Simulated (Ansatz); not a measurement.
## GaAs (F-43m): elasticity against pressure

```xyz
2
Lattice="0.0000 2.8292 2.8292 2.8292 0.0000 2.8292 2.8292 2.8292 0.0000" Properties=species:S:1:pos:R:3 pbc="T T T"
Ga    0.0000    0.0000    0.0000
As    4.2438    4.2438    4.2438
```

This is the zero-pressure cell. At each pressure cell and atoms are relaxed in this structure, and the constants are slopes of the stress at strains of ±0.005 with relaxed ions (the coefficients that govern stability under load). Level: PBEsol, PAW on Ansatz 0.2.0's default frozen-core files (fitted under PBE), scalar-relativistic; k mesh 8×8×8, strains of ±0.005, fixed occupations, cutoff 420 eV. P is the pressure of the relaxed cell, less that of this one.

| P (GPa) | V/V₀ | C11 (GPa) | C12 (GPa) | C44 (GPa) |
| --- | --- | --- | --- | --- |
| 0.00 | 1.0000 | 110.1 | 49.3 | 55.0 |
| 1.00 | 0.9862 | 114.8 | 53.8 | 56.2 |
| 2.00 | 0.9733 | 119.4 | 58.4 | 57.1 |
| 4.02 | ? | ? | ? | ? |
| 6.98 | 0.9204 | 140.7 | 79.9 | 60.4 |
| 9.99 | 0.8948 | 152.6 | 92.5 | 61.3 |
| 14.99 | 0.8589 | 171.3 | 112.9 | 61.8 |

Problem. Does the bulk modulus from the constants agree with the pressure-volume curve?

Solution. A third-order Birch-Murnaghan fit to the volumes shown (F against f, f = [(V₀/V)^(2/3) − 1]/2) gives B₀ = 69.6 GPa and B′ = 4.5. Its −V dP/dV stands beside (C11 + 2C12)/3:

```
P (GPa)  from P(V)  from the constants
   0.00       69.6                69.6
   1.00       74.1                74.1
   2.00       78.6                78.7
   6.98      100.1               100.2
   9.99      112.6               112.5
  14.99      133.0               132.3
```

Problem. What are the pressure derivatives at zero pressure?

Solution. Slopes at V₀ of quadratic fits in −ln(V/V₀) through the first four rows shown, divided by B₀: dC11/dP = 4.8, dC12/dP = 4.6, dC44/dP = 1.2. The mean slopes up to 2.0 GPa are 4.6, 4.5, 1.1; curvature and scatter of the constants part the two. The combination (dC11/dP + 2 dC12/dP)/3 = 4.6 stands against B′.

Problem. Fill the row at 4.02 GPa.

Solution. Cubic fits in −ln(V/V₀) through all rows shown give C11 = 128.3, C12 = 67.2, C44 = 58.8 GPa. Computed: V/V₀ = 0.9500, C11 (GPa) = 128.3, C12 (GPa) = 67.2, C44 (GPa) = 58.7.

Problem. Does a shear stiffness soften?

Solution. C44 goes from 55.0 to 61.8 GPa; (C11 − C12)/2 goes from 30.4 to 29.2 GPa, through a maximum of 30.5 near 4 GPa. (C11 − C12)/2 softens under pressure, though the lattice stays mechanically stable over this range.

Known limits: no other phase was computed; many crystals of this kind change structure within this range, and rows or crossings beyond such a change describe a metastable lattice; frozen-core PAW files fitted under PBE, their cores solved anew for the functional of the run; constants at zero field, no piezoelectric stiffening; phonons weren't checked at these pressures.
